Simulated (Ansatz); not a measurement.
This is a single-point calculation with the plane-wave code Ansatz on Si built on the lonsdaleite prototype; the level of theory is PBE. The cell was relaxed with r2SCAN and then strained (uniaxial -5.21 % along z, other directions held), with the atoms relaxed again with r2SCAN; k points keep the names of the unstrained zone.

```yaml
crystal:
  lattice:
    - [3.8321295414, 0.0, 0.0]
    - [-1.9160647707, 3.3187215334, 0.0]
    - [0.0, 0.0, 6.0108394873]
  atoms:
    - { symbol: Si, position: [0.3333333333, 0.6666666667, -0.0033707419] }
    - { symbol: Si, position: [0.6666666667, 0.3333333333, 0.4966292581] }
    - { symbol: Si, position: [0.3333333333, 0.6666666667, 0.3783707419] }
    - { symbol: Si, position: [0.6666666667, 0.3333333333, 0.8783707419] }
kpoints:
  mp_grid: { grid: [12, 12, 4] }
  band_path:
    path:
      - [0.0, 0.0, 0.0]
      - [0.5, 0.0, 0.0]
      - [0.3333333333, 0.3333333333, 0.0]
      - [0.0, 0.0, 0.5]
      - [0.5, 0.0, 0.5]
      - [0.3333333333, 0.3333333333, 0.5]
    npoints: 1
hamiltonian:
  xc: pbe
scf:
  occupations: { method: fermi_dirac, width: 0.02 }
  n_extra_bands: 5
output:
  forces: true
  stress: true
  eigenvalues: true
```

The output follows, shortened, with numbered blanks.
```
Pseudopotential: Si, paw, valence charge 4, recommended cutoff 420 eV (normal)
Functional definition: PBE
Crystal: 4 atoms, lattice volume = 76.444 Å³
Basis set: ecut = 420 eV, 1485 PW (Γ)
Bands: 13, of which v1, the nominal top of the filled ones, is band 8 counted from 1 (7 counted from 0)
Symmetry: 24 space group operations
Space group: P63/mmc (ITA 194)
k-points: 57 of 576
SCF 1 converged in 6 iterations: F = -2543.007105 eV  dr2 = 6.76e-11
SCF converged after 6 iterations
Free energy (F): -2543.007105 eV
Internal energy: -2543.006979 eV  (E = F + TS)
E sigma→0 (E₀):  -2543.007042 eV
Entropy (-TS):   -0.000126 eV (-0.032 meV/atom)
[1]
--- Forces (eV/Å), atoms counted from 1 ---
[2]
--- Stress (GPa, compression-positive) ---
[3]
--- Band table (eV; the first three rows and the last of 57) ---
[4]
```

The rows of the band table are 0: (0, 0, 0) = Γ, 1: (0, 0, 1/4), 2: (0, 0, -1/2) = A, 56: (1/3, 1/3, -1/2) = H.

Q: Fill in the blanks. They hold the stress, the forces, the Fermi energy and the band table.

A:
```
[1]
Fermi energy:    6.976456 eV
[2]
  atom   1  Si      0.00000      0.00000    -0.04652
  atom   2  Si      0.00000      0.00000    -0.04652
  atom   3  Si      0.00000      0.00000      0.04652
  atom   4  Si      0.00000      0.00000      0.04652
[3]
        3.715802       0.000000       0.000000
        0.000000       3.715802       0.000000
        0.000000       0.000000      13.645237
  P = ⅓ Tr σ = 7.0256 GPa (70.256 kbar)
[4]
  k-point 0: bands = […, -0.3720, 5.0781, 5.0781, 6.9077, 6.9077, 6.9525, 7.5127, 8.7170, 8.7170, 10.0927, …]
  k-point 1: bands = […, 0.8200, 5.2597, 5.2597, 5.4593, 6.4800, 6.4800, 7.7550, 9.0612, 9.0612, 9.4925, …]
  k-point 2: bands = […, 3.0331, 3.0331, 5.7733, 5.7733, 5.7733, 5.7733, 8.4607, 8.4607, 9.7859, 9.7859, …]
  k-point 56: bands = […, -0.6715, -0.6715, 2.2718, 2.2718, 5.2058, 5.2058, 8.8575, 8.8575, 10.9618, 10.9618, …]
```
The trailing digits, and the zero of the energies, depend on the potentials and thresholds.

The PBE gap is indirect, 0.07 eV (Γ to M), below the direct gap of 0.56 eV at Γ. (This is within a few times the smearing of 0.02 eV, so the filling near the edges can be smeared.) With the atoms held, the mean pressure is +7.03 GPa (compression positive). The largest force is 0.05 eV/Å.

(Simulation; spin polarisation is off.)

Gaps or overlaps of about a tenth of an eV are at the limit of these meshes: between the points read a gap can be smaller or closed.
